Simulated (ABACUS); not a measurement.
BeS:

```
CELL_PARAMETERS angstrom
0.00000 2.42500 2.42500
2.42500 0.00000 2.42500
2.42500 2.42500 0.00000
ATOMIC_POSITIONS crystal
S 0.75000 0.75000 0.75000
Be 0.00000 0.00000 0.00000
```

Base run:

```yaml
Program: ABACUS 3.10.1
Functional: PBE
Potentials_or_basis: PseudoDojo NC SR 0.4.1 PBE standard
Cutoff: 1361 eV
Density_cutoff: 5442 eV
Basis: DZP LCAO (the cutoffs set its grid)
k_mesh: 9 × 9 × 9
Occupations: fermi-dirac, width 0.05 eV
Spin: no spin polarisation
```

Its results: band gap on the k mesh 3.68 eV, indirect (least direct gap 5.53 eV); pressure 3.8 GPa.

Q: The run is repeated on the same cell with these changes: basis from DZP LCAO (the cutoffs set its grid) to TZDP LCAO (the cutoffs set its grid); orbital files from S S_confined-atom_7au_2s2p1d.orb, Be Be_confined-atom_7au_3s1p.orb to S S_confined-atom_7au_3s3p2d1f.orb, Be Be_confined-atom_7au_4s2p1d.orb. What comes out?

A: Band gap on the k mesh 3.21 eV, indirect (least direct gap 5.68 eV); pressure 2.4 GPa.

Caveats: the atomic orbitals were generated for these runs and aren't a published set; an odd mesh through Γ misses points on the zone boundary, where band edges often lie; the basis of atomic orbitals isn't converged, which shifts pressures, moduli and gaps.
